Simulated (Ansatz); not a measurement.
# CdSe under changes of volume

One of the cells (23.738 Å³/atom); the others are scaled copies at fixed shape and fractional positions:

```
CELL_PARAMETERS angstrom
0.00000 2.87396 2.87396
2.87396 0.00000 2.87396
2.87396 2.87396 0.00000
ATOMIC_POSITIONS crystal
Cd 0.00000 0.00000 0.00000
Se 0.50000 0.50000 0.50000
```

Measurements of this composition are mostly on another form, of space group No. 186.

| Property | Result |
| --- | --- |
| Program | Ansatz 0.2.0 |
| Functional | PBEsol |
| Potentials or basis | all-electron LAPW, scalar-relativistic |
| Cutoff | 218 eV (chosen from the basis error) |
| Basis error allowed | 0.001 eV/atom |
| k mesh | 8 × 8 × 8 |
| Occupations | fermi-dirac, width 0.05 eV |
| Spin | no spin polarisation |

| volume (Å³/atom) | energy over the lowest point (meV/atom) | pressure (GPa) |
| --- | --- | --- |
| 22.314 | 0.00 | -0.1 |
| 22.788 | 2.46 | -1.5 |
| 23.263 | 8.81 | -2.7 |
| 23.738 | 18.58 | -3.8 |
| 24.213 | ? | ? |
| 24.687 | 46.98 | -5.7 |
| 25.162 | 64.93 | -6.4 |

Q: What does the run at 24.213 Å³/atom give?

A: Energy over the lowest point 31.42 meV/atom; pressure -4.8 GPa.

Worked out: A Birch-Murnaghan fit of order 3 (a polynomial in V^(-2/3)) to the other rows has its minimum at 22.27 Å³/atom, just outside them, with B0 = V·E''(V) = 70 GPa and B' = 4.6. It gives 31.44 meV/atom at 24.213 Å³/atom, against the run's 31.42, and -dE/dV = -4.8 GPa, against -4.8.

Energies are extrapolated to zero smearing.
